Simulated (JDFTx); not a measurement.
Runs of JDFTx 1.7.0 (patched build) on CsPbBr3. The structure is cubic, space group Pm-3m (No. 221). The conventional cell has a = 5.870 Å, b = 5.870 Å, c = 5.870 Å, α = 90.00°, β = 90.00°, γ = 90.00°. Around Pb (site symmetry m-3m) lie 6 Br at 2.94 Å. Around Cs (site symmetry m-3m) lie 12 Br at 4.15 Å. Br (site symmetry 4/mmm) has 2 Pb at 2.94 Å as nearest neighbours. Measurements of this composition are mostly on another form, of space group No. 62.

```tsv
task	level	potentials or basis	cell	k mesh	max SCF steps	SCF threshold on the energy	solver of the electrons	further solve for the empty bands	band ratio of the Davidson solver	mesh quality	gap on the mesh (eV)	pressure (GPa)	relaxed volume (Å³/atom)
single point	LDA	PseudoDojo-SR-LDA-0.4.1-standard with smoothed tails	as given	2 × 2 × 2	100	1e-09 Ha	scf	yes	-	coarse	1.29	0.2	-
relaxation of cell and atoms	PBEsol	PseudoDojo-SR-PBEsol-0.4.1-standard with smoothed tails	relaxed	5 × 5 × 5	100	1e-09 Ha	scf	no	-	not flagged	2.58	0.0	40.42
relaxation of cell and atoms	LDA	PseudoDojo-SR-LDA-0.4.1-standard with smoothed tails	relaxed	5 × 5 × 5	100	1e-09 Ha	scf	no	-	not flagged	(b)	0.0	(a)
single point	PBEsol	PseudoDojo-SR-PBEsol-0.4.1-standard with smoothed tails	as given	2 × 2 × 2	100	1e-09 Ha	scf	yes	-	coarse	1.35	1.4	-
single point	PBEsol	PseudoDojo-SR-PBEsol-0.4.1-standard with smoothed tails	as given	5 × 5 × 5	100	1e-09 Ha	scf	yes	-	not flagged	2.58	0.0	-
```

Alike in all rows: no spin polarisation; cutoff (eV) 762; smearing fermi-dirac 0.05 eV.

Question: Estimate the missing entries.

Answer: (a) 38.30; (b) 2.46.

Caveats: some runs use coarse meshes; spin-orbit coupling is left out, which as a rule narrows the gap of such compounds by several tenths of an eV; an odd mesh through Γ misses points on the zone boundary, where band edges often lie (some runs); the empty levels aren't tightly converged (some runs).

A k mesh can miss the band edges, and the runs leave out spin-orbit coupling on Br, Cs, Pb.

Not every run made on this cell is shown here.
